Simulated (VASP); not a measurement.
# Al7P8 (a cell with a defect) in VASP: notebook, part 2 of 2

VASP 6.6.1. The steps go on from the part before.

## 3. Single point, PBE

INCAR

```
SYSTEM = Al7P8
ALGO = Fast
EDIFF = 1E-6
ENCUT = 520
GGA = PE
ISIF = 2
ISMEAR = 0
LASPH = .True.
LCHARG = .False.
LREAL = Auto
LWAVE = .False.
NBANDS = 44
NELM = 80
PREC = Accurate
SIGMA = 0.1
```

KPOINTS

```
k-points
0
Gamma
  2 2 2
  0 0 0
```

POSCAR

```
Al7P8
1.0
    0.0000000000      5.4591520000      5.4591520000
    5.4591520000      0.0000000000      5.4591520000
    5.4591520000      5.4591520000      0.0000000000
Al P
7 8
Direct
   -0.0016432955     -0.0000010991      0.0003370487
   -0.0000697911     -0.0010941260      0.5016460432
   -0.0018713529      0.5005259059      0.5005453228
    0.9986244201     -0.4980596803     -0.0003757910
    0.4967284296     -0.0010322116      0.5020856719
    0.4967783458      0.5023662100     -0.0002010385
    0.4977949872      0.5012898523      0.5004930253
    0.1218414508      0.1263861127      0.1262172220
    0.1227210746      0.1256687852      0.6261926761
    0.1225969711      0.6259266091      0.1258494909
    0.1236450277      0.6249018163      0.6254079388
    0.6226569621      0.1266623461      0.1266443946
    0.6244652100      0.1256342560      0.6230574822
    0.6231889129      0.6266368843      0.1246979384
    0.6233182370      0.6248765376      0.6256675029
```

Potentials or basis: VASP PAW PBE potentials, release 64 (Al, P).

Started as:

```
$ cat potpaw_PBE.64/Al/POTCAR potpaw_PBE.64/P/POTCAR > POTCAR
$ mpirun -np 1 vasp_std > vasp.out
```

OUTCAR:

```text
SYSTEM = Al7P8
   EDIFF = 1E-6
   ENCUT = 520
   GGA = PE
   ISIF = 2
   ISMEAR = 0
   LASPH = .True.
   LREAL = Auto
   NELM = 80
   PREC = Accurate

 ion  position               nearest neighbor table
   1  0.998  1.000  0.000-  10 2.36   9 2.36  12 2.37   8 2.37
   2  1.000  0.999  0.502-  11 2.36   9 2.36   8 2.37  13 2.37
   3  0.998  0.501  0.501-  10 2.36  11 2.36  15 2.36   9 2.36
   4  0.999  0.502  1.000-  10 2.36  11 2.36  14 2.37   8 2.37
   5  0.497  0.999  0.502-   9 2.36  15 2.36  13 2.37  12 2.37
   6  0.497  0.502  1.000-  15 2.36  10 2.36  14 2.37  12 2.37
   7  0.498  0.501  0.500-  11 2.36  15 2.36  13 2.37  14 2.37
   8  0.122  0.126  0.126-   2 2.37   4 2.37   1 2.37
   9  0.123  0.126  0.626-   5 2.36   2 2.36   1 2.36   3 2.36
  10  0.123  0.626  0.126-   1 2.36   6 2.36   4 2.36   3 2.36
  11  0.124  0.625  0.625-   2 2.36   7 2.36   4 2.36   3 2.36
  12  0.623  0.127  0.127-   5 2.37   1 2.37   6 2.37
  13  0.624  0.126  0.623-   5 2.37   2 2.37   7 2.37
  14  0.623  0.627  0.125-   4 2.37   6 2.37   7 2.37
  15  0.623  0.625  0.626-   5 2.36   6 2.36   7 2.36   3 2.36

  LATTYP: Found a face centered cubic cell.
 ALAT       =    10.9183040000

  Lattice vectors:

 A1 = (   0.0000000000,   5.4591520000,   5.4591520000)
 A2 = (   5.4591520000,   0.0000000000,   5.4591520000)
 A3 = (   5.4591520000,   5.4591520000,   0.0000000000)

Analysis of symmetry for initial positions (statically):
=====================================================================
 Subroutine PRICEL returns:
 Original cell was already a primitive cell.

 Routine SETGRP: Setting up the symmetry group for a
 face centered cubic supercell.

 Subroutine GETGRP returns: Found  1 space group operations
 (whereof  1 operations were pure point group operations)
 out of a pool of 48 trial point group operations.

The static configuration has the point symmetry C_1 .

Analysis of symmetry for dynamics (positions and initial velocities):
=====================================================================
 Subroutine PRICEL returns:
 Original cell was already a primitive cell.

 Routine SETGRP: Setting up the symmetry group for a
 face centered cubic supercell.

 Subroutine GETGRP returns: Found  1 space group operations
 (whereof  1 operations were pure point group operations)
 out of a pool of 48 trial point group operations.

The dynamic configuration has the point symmetry C_1 .

 Subroutine INISYM returns: Found  1 space group operations
 (whereof  1 operations are pure point group operations),
 and found     1 'primitive' translations

----------------------------------------------------------------------------------------

                                     Primitive cell

  volume of cell :     325.3910

  direct lattice vectors                    reciprocal lattice vectors
     0.000000000  5.459152000  5.459152000    -0.091589316  0.091589316  0.091589316
     5.459152000  0.000000000  5.459152000     0.091589316 -0.091589316  0.091589316
     5.459152000  5.459152000  0.000000000     0.091589316  0.091589316 -0.091589316

  length of vectors
     7.720406797  7.720406797  7.720406797     0.158637349  0.158637349  0.158637349

[... 79 lines left out ...]
 SYSTEM =  Al7P8
   PREC   = accura    normal or accurate (medium, high low for compatibility)
   ISTART =      0    job   : 0-new  1-cont  2-samecut
   ICHARG =      2    charge: 1-file 2-atom 10-const
   ISPIN  =      1    spin polarized calculation?
   LNONCOLLINEAR =      F non collinear calculations
   LSORBIT =      F    spin-orbit coupling
   LASPH  =      T    aspherical Exc in radial PAW
   ENCUT  =  520.0 eV  38.22 Ry    6.18 a.u.  14.35 14.35 14.35*2*pi/ulx,y,z
   NELM   =     80;   NELMIN=  2; NELMDL= -5     # of ELM steps
   EDIFF  = 0.1E-05   stopping-criterion for ELM
   LREAL  =      T    real-space projection
   EDIFFG = 0.1E-04   stopping-criterion for IOM
   NSW    =      0    number of steps for IOM
   IBRION =     -1    ionic relax: 0-MD 1-quasi-New 2-CG
   NFREE  =      0    steps in history (QN), initial steepest desc. (CG)
   ISIF   =      2    stress and relaxation
   ISYM   =      2    0-nonsym 1-usesym 2-fastsym
   POTIM  = 0.5000    time-step for ionic-motion
   TEBEG  =    0.0;   TEEND  =   0.0 temperature during run
   PSTRESS=    0.0 pullay stress
   NELECT =      61.0000    total number of electrons
   NUPDOWN=      -1.0000    fix difference up-down
   EMIN   =  10.00;   EMAX   =-10.00  energy-range for DOS
   EFERMI =   0.00;   METHOD = LEGACY
   ISMEAR =     0;   SIGMA  =   0.10  broadening in eV -4-tet -1-fermi 0-gaus
   EFERMI_NEDOS =   21; number of points for ismear=-14 and -15
   IALGO  =     68    algorithm
   IMIX   =      4    mixing-type and parameters
     AMIX     =   0.40;   BMIX     =  1.00
     AMIX_MAG =   1.60;   BMIX_MAG =  1.00
  volume/ion in A,a.u.               =      21.69       146.39
  Fermi-wavevector in a.u.,A,eV,Ry     =   0.936950  1.770578 11.944210  0.877875
  Thomas-Fermi vector in A             =   2.064011
   LORBIT       =      0    0 simple, 1 ext, 2 COOP (PROOUT), +10 PAW based schemes
   GGA     = PE    functional components
   LHFCALC =     F    Hartree Fock is set to
   AEXX    =    0.0000 exact exchange contribution
   IVDW    =     0    specifies the selected vdW correction
   LEPSILON=     F    determine dielectric tensor
   LRPA    =     F    only Hartree local field effects (RPA)
 non-spin polarized calculation
 RMM-DIIS sequential band-by-band and
 Gauss-broadening in eV      SIGMA  =   0.10
  energy-cutoff  :      520.00
  volume of cell :      325.39
 maximum number of plane-waves:      8801
 NGX is ok and might be reduce to    60
   NGX = 29   NGY = 29   NGZ = 29

 number of electron      60.9999996 magnetization

 Free energy of the ion-electron system (eV)
  ---------------------------------------------------
  ext. energy  EPLUGINS =         0.00000000
  ---------------------------------------------------
  free energy    TOTEN  =       -74.15804556 eV

  energy without entropy =      -74.12263511  energy(sigma->0) =      -74.14034033

 E-fermi :   4.2943     XC(G=0):  -8.9669

 val. band max:        4.2405717136   @ k =   0.5000   0.0000   0.5000
 cond. band min:       4.4355703778   @ k =   0.5000   0.5000   0.5000
 fundamental gap:      0.1949986642
 Fermi energy:         4.2943304290

 k-point     1 :       0.0000    0.0000    0.0000
  band No.  band energies     occupation
      1      -7.4048      2.00000
      2      -5.8101      2.00000
      3      -5.8093      2.00000
      4      -5.8082      2.00000
      5      -5.5919      2.00000
      6      -5.0870      2.00000
[... 349 lines left out ...]
     41       9.0399      0.00000
     42       9.3345      0.00000
 [bands above 42 left out]

------------------------ aborting loop because EDIFF is reached ----------------------------------------

  FORCE on cell =-STRESS in cart. coord.  units (eV):
  Direction    XX          YY          ZZ          XY          YZ          ZX
  --------------------------------------------------------------------------------------
  -------------------------------------------------------------------------------------
  Total        2.0650270      2.0576937      2.0426940     -0.0043453      0.0010869     -0.0175856
  in kB       10.1678884     10.1317801     10.0579240     -0.0213957      0.0053519     -0.0865891
  external PRESSURE =      10.1191975 kB  Pullay stress =       0.0000000 kB

 VOLUME and BASIS-vectors are now :
 -----------------------------------------------------------------------------
  energy-cutoff  :      520.00
  volume of cell :      325.39
      direct lattice vectors                 reciprocal lattice vectors
     0.000000000  5.459152000  5.459152000    -0.091589316  0.091589316  0.091589316
     5.459152000  0.000000000  5.459152000     0.091589316 -0.091589316  0.091589316
     5.459152000  5.459152000  0.000000000     0.091589316  0.091589316 -0.091589316

 POSITION                                       TOTAL-FORCE (eV/Angst)
 -----------------------------------------------------------------------------------
      5.46099      5.45202     10.90933         0.004444     -0.001422     -0.000737
      8.19174      8.19733     10.91195         0.004513     -0.001657     -0.001097
      5.46500      8.18149      8.18138         0.003805     -0.001809     -0.005006
      8.19727     10.90874      8.19181        -0.003760      0.002760      0.009138
      8.19448      5.45268      8.16523        -0.005095      0.002815      0.002208
      8.20055      8.17004      5.45448        -0.007591      0.001561     -0.004299
      5.46888      5.44981      5.45416         0.006533      0.002640      0.005077
      1.37900      1.35419      1.35511        -0.002755     -0.000731     -0.000291
      4.10453      4.08843      1.35600        -0.001491     -0.001364     -0.002747
      4.10406      1.35631      4.08630        -0.004122      0.002217      0.002725
      6.82563      4.08919      4.08643         0.001463      0.002234     -0.000116
      1.38284      4.09055      4.09065        -0.000746     -0.000045      0.005967
      4.08722      6.81042      4.09491         0.003836      0.001437     -0.000760
      4.10165      4.08283      6.82299         0.001112     -0.001710     -0.009907
      6.82691      6.81840      6.81409        -0.000147     -0.006925     -0.000155
 -----------------------------------------------------------------------------------
    total drift:                                0.015994     -0.015528     -0.016582

  FREE ENERGIE OF THE ION-ELECTRON SYSTEM (eV)
  ---------------------------------------------------
  free  energy   TOTEN  =       -74.1580455593 eV

  energy  without entropy=      -74.1226351059  energy(sigma->0) =      -74.14034033
```

It took 2.4 min on 1 thread of Intel Xeon Platinum 8375C at 2.90GHz (Ice Lake), shared host; peak memory 0.48 GiB.

Results:

```yaml
Free_energy: -74.1580 eV
Pressure: 1.0 GPa
Largest_force: 0.010 eV/Å
Band_gap_on_the_k_mesh: none (metal or under the smearing width)
```

Forces in eV/Å, atoms in the order of the input:
```
Al   0.004 -0.001 -0.001
Al   0.005 -0.002 -0.001
Al   0.004 -0.002 -0.005
Al  -0.004  0.003  0.009
Al  -0.005  0.003  0.002
Al  -0.008  0.002 -0.004
Al   0.007  0.003  0.005
P   -0.003 -0.001  0.000
P   -0.001 -0.001 -0.003
P   -0.004  0.002  0.003
P    0.001  0.002  0.000
P   -0.001  0.000  0.006
P    0.004  0.001 -0.001
P    0.001 -0.002 -0.010
P    0.000 -0.007  0.000
```

Levels at points of the mesh, in eV from the Fermi level:
```tsv
k point	band 26	band 27	band 28	band 29	band 30	band 31	band 32	band 33	band 34	band 35
(0.00, 0.00, 0.00)	-1.08	-0.64	-0.63	-0.63	0.33	0.34	0.34	1.55	1.55	1.56
(0.50, 0.00, 0.00)	-1.37	-1.36	-1.16	-0.78	-0.77	0.14	0.15	2.49	2.49	2.51
(0.00, 0.50, 0.00)	-1.37	-1.37	-1.17	-0.77	-0.77	0.15	0.15	2.49	2.49	2.52
(0.00, 0.00, 0.50)	-1.37	-1.36	-1.16	-0.78	-0.78	0.14	0.15	2.49	2.50	2.50
(0.50, 0.50, 0.50)	-1.37	-1.37	-1.16	-0.78	-0.77	0.14	0.15	2.49	2.49	2.51
(0.50, 0.50, 0.00)	-1.46	-1.46	-1.43	-1.21	-1.10	-0.07	-0.05	2.70	2.82	3.50
(0.00, 0.50, 0.50)	-1.46	-1.46	-1.42	-1.21	-1.10	-0.06	-0.06	2.70	2.82	3.50
(0.50, 0.00, 0.50)	-1.46	-1.45	-1.43	-1.21	-1.10	-0.07	-0.05	2.70	2.82	3.50
```

Caveat: the k mesh is coarse (spacing up to 0.50 Å⁻¹), so the values aren't converged.
